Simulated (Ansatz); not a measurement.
Here is an Ansatz 0.2.0 calculation.

The input input.yaml:

```yaml
crystal:
  lattice:
    - [3.169, 0.0, 0.0]
    - [-1.5845, 2.7444345046, 0.0]
    - [0.0, 0.0, 12.324]
  atoms:
    - { symbol: Mo, position: [0.6666666667, 0.3333333333, 0.75] }
    - { symbol: Mo, position: [0.3333333333, 0.6666666667, 0.25] }
    - { symbol: S, position: [0.6666666667, 0.3333333333, 0.377] }
    - { symbol: S, position: [0.3333333333, 0.6666666667, 0.877] }
    - { symbol: S, position: [0.6666666667, 0.3333333333, 0.123] }
    - { symbol: S, position: [0.3333333333, 0.6666666667, 0.623] }
hamiltonian:
  xc: revpbe
  pseudopotentials: { kind: paw }
kpoints:
  mp_grid: { grid: [10, 10, 3] }
  band_path:
    path:
      - [[0.0, 0.0, 0.0], [0.5, 0.0, 0.0], [0.3333333333, 0.3333333333, 0.0], [0.0, 0.0, 0.0], [0.0, 0.0, 0.5], [0.5, 0.0, 0.5], [0.3333333333, 0.3333333333, 0.5], [0.0, 0.0, 0.5]]
      - [[0.5, 0.0, 0.5], [0.5, 0.0, 0.0]]
      - [[0.3333333333, 0.3333333333, 0.0], [0.3333333333, 0.3333333333, 0.5]]
    npoints: 14
scf:
  occupations: { method: fermi_dirac, width: 0.05 }
  n_extra_bands: 15
output:
  forces: true
  stress: true
  eigenvalues: true
  fatbands: true
```

Potentials or basis: Ansatz PAW.

The run is started by

```bash
$ ansatz run input.yaml --threads 2 --pin off --max-ram 5632MiB --backend cpu --events-out ev --progress --plain --runs-dir out
```

(1) What does it give for the largest force?

(2) Predict the pressure.

(3) Predict the band gap along the path.

(4) What does it give for the band gap on the k mesh?

## Answers

(1) 0.021 eV/Å.

(2) 3.9 GPa.

(3) 0.92 eV, indirect (least direct gap 1.65 eV).

(4) 0.96 eV, indirect (least direct gap 1.87 eV).

Caveat: this functional lacks dispersion, which binds the layers, so the pressure and a relaxed spacing across them are unreliable; the PAW data sets come from PBE, with cores solved anew for the run's functional, which leaves a small shift of forces and pressure.

**The experiment to reproduce.**

From “Multiwavelength excitation Raman Scattering Analysis of bulk and 2 dimensional MoS2: Vibrational properties of atomically thin MoS2 layers”, 2015, arxiv:1506.03228, for a bulk crystal of MoS2 at 300 K: band gap 1.3 eV (indirect).

Against the measured gap of MoS2, 1.3 eV (indirect; 300 K; “Multiwavelength excitation Raman Scattering Analysis of bulk and 2 dimensional MoS2: Vibrational properties of atomically thin MoS2 layers”, 2015, arxiv:1506.03228), the calculated 0.92 eV is off by -0.38 eV. Spin-orbit coupling on Mo is left out. The value is that of revPBE, without temperature or zero-point motion. Semilocal functionals fall short of measured gaps as a rule.
